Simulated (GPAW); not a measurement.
Crystal: C.

```
CELL_PARAMETERS angstrom
2.52210 0.00000 0.00000
-1.26105 2.18420 0.00000
0.00000 0.00000 8.23710
ATOMIC_POSITIONS crystal
C 0.66667 0.33333 0.84375
C 0.33333 0.66667 0.34375
C 0.66667 0.33333 0.65625
C 0.33333 0.66667 0.15625
C 0.00000 0.00000 0.90625
C 0.00000 0.00000 0.40625
C 0.00000 0.00000 0.59375
C 0.00000 0.00000 0.09375
```

This is a hexagonal form of diamond, not graphite.

- Program: GPAW 26.7.0
- Task: relaxation of cell and atoms
- Functional: revPBE
- Dispersion: D3
- Potentials or basis: the program's PAW data sets (release 1.2.1) made for this functional
- Cutoff: 800 eV
- Basis: pw
- k mesh: 7 × 7 × 2
- Occupations: fermi-dirac, width 0.05 eV
- Spin: no spin polarisation

At the start: pressure 2.0 GPa; volume 5.67 Å³/atom.

Q: How do energy, volume and symmetry change on relaxing?

A: Over 8 steps the energy falls by 2.4 meV/atom and the volume is 5.70 Å³/atom (+0.5 %); space group P6_3/mmc (No. 194, to 0.05 Å).

Step by step:
```csv
step,energy change (eV),largest force (eV/Å),pressure (GPa),volume (Å³)
1,0.0000,0.3227,1.97,45.38
2,-0.0084,0.0802,1.77,45.39
3,-0.0113,0.0387,1.53,45.42
4,-0.0136,0.0956,1.18,45.46
5,-0.0174,0.1169,0.40,45.54
6,-0.0189,0.0633,-0.05,45.58
7,-0.0193,0.0128,-0.14,45.59
8,-0.0192,0.0005,-0.10,45.59
```

Final structure:
```yaml
crystal:
  lattice:
    - [2.51824, 0.00000, 0.00000]
    - [-1.25912, 2.18086, 0.00000]
    - [0.00000, 0.00000, 8.30074]
  atoms:
    - { symbol: C, position: [0.66667, 0.33333, 0.84445] }
    - { symbol: C, position: [0.33333, 0.66667, 0.34445] }
    - { symbol: C, position: [0.66667, 0.33333, 0.65555] }
    - { symbol: C, position: [0.33333, 0.66667, 0.15555] }
    - { symbol: C, position: [0.00000, 0.00000, 0.90695] }
    - { symbol: C, position: [0.00000, 0.00000, 0.40695] }
    - { symbol: C, position: [0.00000, 0.00000, 0.59305] }
    - { symbol: C, position: [0.00000, 0.00000, 0.09305] }
```

Caveat: the k mesh is coarse; later steps reuse the first step's grids.
